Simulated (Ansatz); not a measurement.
InSb: energy less free atoms and pressure against volume scale

All results are calculated (Ansatz 0.2.0). Periodic Kohn-Sham DFT of a crystal at fixed atoms, scaled to volume_scale times the given cell; pressure positive in compression, energy less spherical unpolarised free atoms, largest_vzz the field gradient of largest size among the nuclei.

The cell before it is scaled or strained (space group F-43m, No. 216):
```
CELL_PARAMETERS angstrom
0.00000 3.23910 3.23910
3.23910 0.00000 3.23910
3.23910 3.23910 0.00000
ATOMIC_POSITIONS crystal
In 0.00000 0.00000 0.00000
Sb 0.75000 0.75000 0.75000
```

Settings of every row: method all-electron LAPW; functional LDA; relativity scalar; k mesh 10x10x10; filling fermi-dirac; smearing width 0.03 eV; basis error target 0.25 meV/atom; nucleus gaussian.

Atom start moment: 0 on all atoms.

Limits: no spin-orbit coupling on heavy atoms.

```csv
row,volume scale,V (Å³/atom),energy less free atoms (eV/atom),pressure (GPa)
1,0.94,31.945,-4.0858,2.568
2,0.9405,31.962,-4.0861,2.537
3,0.96,32.625,-4.0941,1.393
4,0.98,33.304,-4.0978,0.348
5,0.99,33.644,-4.098,-0.13
6,1,33.984,-4.0973,-0.58
7,1.01,34.324,-4.0956,-1.004
8,1.02,34.664,-4.093,-1.404
9,1.04,35.343,?,?
10,1.06,36.023,-4.075,-2.784
```

Question: what energy less free atoms and pressure should row 9 give?

Worked fit of energy less free atoms. Take u = (V_r/V)^(2/3) − 1 with V_r = 33.644 Å³ an atom, which is twice the finite (Eulerian) strain; such expansions in the strain, on which the Birch-Murnaghan equation of state is built, carry the rest volume and the bulk modulus. The shown rows have u = 0.03515, 0.03478, 0.02072, 0.00679, 0, -0.00668, -0.01325, -0.01971, -0.04453. Least squares give energy less free atoms = −4.09799 − 0.0349 × u + 10.832 × u² eV/atom; a straight line predicts inner rows, each left out in turn, worse (root mean square 0.0068 against 6.2e-05 eV/atom). The rows lie off it by 0.0000, 0.0000, 0.0000, -0.0001, 0.0000, 0.0000, 0.0000, 0.0001, 0.0000. Its lowest point lies at u = 0.0016, or V = 33.56 Å³ an atom, and the curvature there gives the bulk modulus at fixed shape and fractions, B = (4/9)(1 + u)² E″(u)/V = 46.1 GPa. The withheld row has u = -0.03231, so the fit gives −4.09799 − 0.0349 × (-0.03231) + 10.832 × (-0.03231)² = -4.0856 eV/atom.

The calculation gave -4.0855 eV/atom. The fit lies 0.0001 eV/atom (0.43 % of the column's range) below it, one unit of the last digit.

Worked fit of pressure. Take u = (V_r/V)^(2/3) − 1 with V_r = 33.644 Å³ an atom, which is twice the finite (Eulerian) strain; such expansions in the strain, on which the Birch-Murnaghan equation of state is built, carry the rest volume and the bulk modulus. The shown rows have u = 0.03515, 0.03478, 0.02072, 0.00679, 0, -0.00668, -0.01325, -0.01971, -0.04453. Least squares give pressure = −0.1295 + 68.867 × u + 217.04 × u² + 206 × u³ GPa; a parabola predicts inner rows, each left out in turn, worse (root mean square 0.0033 against 0.00053 GPa). The rows lie off it by 0.000, 0.000, 0.001, 0.000, -0.001, 0.000, 0.000, 0.000, 0.000. The pressure vanishes at u = 0.0019, or V = 33.55 Å³ an atom, and there the bulk modulus at fixed shape and fractions is B = −V dP/dV = (2/3)(1 + u) dP/du = 46.5 GPa. The withheld row has u = -0.03231, so the fit gives −0.1295 + 68.867 × (-0.03231) + 217.04 × (-0.03231)² + 206 × (-0.03231)³ = -2.135 GPa.

The calculation gave -2.135 GPa. The fit meets it to the printed digit.
